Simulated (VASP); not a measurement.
# TiAl, relaxation of the cell: which settings are enough?

TiAl, P4/mmm (no. 123), 2 atoms in the cell. LDA; PAW potentials Ti_sv, Al (LDA set). VASP 6.6.1.

Wanted: cell volume within 0.2 %; lattice lengths within 0.1 %; shortest distances from each atom, periodic images included within 0.005 Å.

What the run is for: cell; Accuracy asked: standard.

The series start from Plane-wave cutoff (eV): 410; Smearing width (eV): 0.1; k-point mesh: 11 × 11 × 8; Relaxation passes: 2; Ionic threshold (EDIFFG): -0.005; Electronic threshold (eV): 1e-6; Precision mode (PREC): Accurate; Relaxation algorithm: IBRION=2 POTIM=0.5. Each series keeps the choices made before it, and each single choice may use up half of a tolerance. Times cover all steps of a run.

## Plane-wave cutoff (eV)

| Plane-wave cutoff (eV) | Cell volume (Å³) | Lattice lengths, largest deviation against the largest value | Shortest distances from each atom, periodic images included, largest deviation (Å) | Time (s) |
|---|---|---|---|---|
| 280 | 30.56 | 0.21 % | 0.0005 | 21 |
| 320 | 30.57 | 0.15 % | 0.0008 | 24 |
| 360 | 30.54 | 0.15 % | 0.0021 | 32 |
| 410 | 30.57 | 0.094 % | 0.0018 | 47 |
| 480 | 30.62 | 0.014 % | 0.0004 | 45 |
| 580 | 30.63 | 0.0042 % | 0.0002 | 47 |
| 720 (reference) | 30.64 | 0 % | 0.0000 | 99 |

Chosen: 480, the loosest value from which every tighter one stays within half of the tolerance.

## Smearing width (eV)

| Smearing width (eV) | Cell volume (Å³) | Lattice lengths, largest deviation against the largest value | Shortest distances from each atom, periodic images included, largest deviation (Å) | Time (s) |
|---|---|---|---|---|
| 0.4 | 30.62 | 0.1 % | 0.0009 | 50 |
| 0.3 | 30.6 | 0.05 % | 0.0006 | 52 |
| 0.2 | 30.62 | 0.055 % | 0.0004 | 56 |
| 0.15 | 30.63 | 0.043 % | 0.0003 | 56 |
| 0.1 | 30.62 | 0.026 % | 0.0000 | 45 |
| 0.05 (reference) | 30.63 | 0 % | 0.0000 | 56 |

Chosen: 0.15.

## k-point mesh

| k-point mesh | Cell volume (Å³) | Lattice lengths, largest deviation against the largest value | Shortest distances from each atom, periodic images included, largest deviation (Å) | Time (s) |
|---|---|---|---|---|
| 4 × 4 × 3 | 30.54 | 3 % | 0.0064 | 13 |
| 5 × 5 × 4 | 30.63 | 2.9 % | 0.0389 | 15 |
| 7 × 7 × 5 | 30.63 | 0.28 % | 0.0041 | 17 |
| 8 × 8 × 6 | 30.63 | 0.59 % | 0.0082 | 18 |
| 11 × 11 × 8 | 30.63 | 0.33 % | 0.0046 | 56 |
| 13 × 13 × 9 (reference) | 30.63 | 0 % | 0.0000 | 54 |

Chosen: 13 × 13 × 9; the next looser run is off by more than half of the tolerance, so convergence isn't shown beyond this value.

## Relaxation passes

| Relaxation passes | Cell volume (Å³) | Lattice lengths, largest deviation against the largest value | Shortest distances from each atom, periodic images included, largest deviation (Å) | Time (s) |
|---|---|---|---|---|
| 1 | 30.63 | 0 % | 0.0000 | 46 |
| 2 | 30.63 | 0 % | 0.0000 | 54 |
| 3 (reference) | 30.63 | 0 % | 0.0000 | 57 |

Chosen: 1.

## Ionic threshold (EDIFFG)

| Ionic threshold (EDIFFG) | Cell volume (Å³) | Lattice lengths, largest deviation against the largest value | Shortest distances from each atom, periodic images included, largest deviation (Å) | Time (s) |
|---|---|---|---|---|
| -0.05 | 30.63 | 0.49 % | 0.0071 | 24 |
| -0.02 | 30.59 | 0.06 % | 0.0022 | 34 |
| -0.01 | 30.63 | 0 % | 0.0000 | 44 |
| -0.005 | 30.63 | 0 % | 0.0000 | 46 |
| -0.002 (reference) | 30.63 | 0 % | 0.0000 | 44 |

Chosen: -0.01.

## Electronic threshold (eV)

| Electronic threshold (eV) | Cell volume (Å³) | Lattice lengths, largest deviation against the largest value | Shortest distances from each atom, periodic images included, largest deviation (Å) | Time (s) |
|---|---|---|---|---|
| 0.0001 | 30.6 | 0.058 % | 0.0023 | 45 |
| 1e-5 | 30.61 | 0.2 % | 0.0038 | 44 |
| 1e-6 | 30.63 | 0.015 % | 0.0005 | 44 |
| 1e-7 (reference) | 30.63 | 0 % | 0.0000 | 54 |

Chosen: 1e-6.

## Precision mode (PREC)

| Precision mode (PREC) | Cell volume (Å³) | Lattice lengths, largest deviation against the largest value | Shortest distances from each atom, periodic images included, largest deviation (Å) | Time (s) |
|---|---|---|---|---|
| Normal | 30.62 | 0.0047 % | 0.0001 | 25 |
| Accurate (reference) | 30.63 | 0 % | 0.0000 | 44 |

Chosen: Normal.

## Relaxation algorithm

| Relaxation algorithm | Cell volume (Å³) | Lattice lengths, largest deviation against the largest value | Shortest distances from each atom, periodic images included, largest deviation (Å) | Time (s) |
|---|---|---|---|---|
| IBRION=2 POTIM=0.5 | 30.62 | 0 % | 0.0000 | 25 |
| IBRION=2 POTIM=0.2 | 30.61 | 0.027 % | 0.0004 | 22 |
| IBRION=1 POTIM=0.5 | 30.63 | 0.037 % | 0.0001 | 19 |
| IBRION=1 POTIM=0.2 | 30.63 | 0.018 % | 0.0003 | 20 |

Chosen: IBRION=1 POTIM=0.5; it saves 6.3 s of 25, so IBRION=2 POTIM=0.5 would do nearly as well.

## All choices together

| Input | Cell volume (Å³) | Lattice lengths, largest deviation against the largest value | Shortest distances from each atom, periodic images included, largest deviation (Å) | Time (s) |
|---|---|---|---|---|
| the program's defaults (naive) | 30.48 | 1 % | 0.0216 | 4.8 |
| chosen settings | 30.63 | 0.0053 % | 0.0002 | 19 |
| reference settings throughout | 30.64 | 0 % | 0.0000 | 167 |

The chosen settings stay within the tolerance of the reference run, but the reference itself isn't shown to be converged in: k-point mesh.

Values of the reference run: Lattice lengths: 2.768, 2.768, 4 Å; Shortest distances from each atom, periodic images included: 2.768, 2.768, 2.768, 2.768, 2.768, 2.768, 2.768, 2.768 Å.

## The input

INCAR.step1:
```
GGA      = CA             # functional
ISMEAR   = 1              # smearing method
SIGMA    = 0.15           # smearing width, eV
LWAVE    = F              # write WAVECAR
LCHARG   = F              # write CHGCAR
NSW      = 80             # ionic steps
PREC     = Normal         # precision mode
LASPH    = T              # aspherical terms in the spheres
LREAL    = F              # projectors in reciprocal space
ALGO     = Normal         # electronic algorithm
EDIFF    = 1E-6           # SCF threshold, eV
NELM     = 120            # most SCF steps
GGA_COMPAT= F            
IBRION   = 1              # ionic algorithm
ISIF     = 3              # what is computed and relaxed
EDIFFG   = -0.01          # ionic threshold
NELMIN   = 4            
ENCUT    = 480            # plane-wave cutoff, eV
KPAR     = 4            
POTIM    = 0.5            # step
```

INCAR.step2, as INCAR.step1 but for:
```
- NSW = 80
- IBRION = 1
- ISIF = 3
- EDIFFG = -0.01
- NELMIN = 4
- POTIM = 0.5
+ ISIF = 2
```

KPOINTS:
```
Automatic mesh
0
Gamma
  13 13 9
  0 0 0
```

POSCAR.step1:
```
TiAl
1.0
    2.8373000000      0.0000000000      0.0000000000
    0.0000000000      2.8373000000      0.0000000000
    0.0000000000      0.0000000000      4.0591000000
Ti Al
1 1
Direct
    0.0000000000      0.0000000000      0.0000000000
    0.5000000000      0.5000000000      0.5000000000
```

Commands (each step's output is kept before the next begins):
```
cat potpaw_LDA.64/Ti_sv/POTCAR potpaw_LDA.64/Al/POTCAR > POTCAR
cp INCAR.step1 INCAR
cp POSCAR.step1 POSCAR
mpirun -np 4 vasp_std > vasp.out
cp CONTCAR POSCAR
cp INCAR.step2 INCAR
mpirun -np 4 vasp_std > vasp.out
```

The chosen input took VASP 6.6.1 19 s on 4 cores (Intel Xeon Platinum 8375C @ 2.90GHz (Ice Lake)), a shared host.

## An input that fails: too few ionic steps

It gives no converged result.

Changes against the starting input:
```
- NSW = 80
- NELM = 120
+ NSW = 2
+ NELM = 54
```
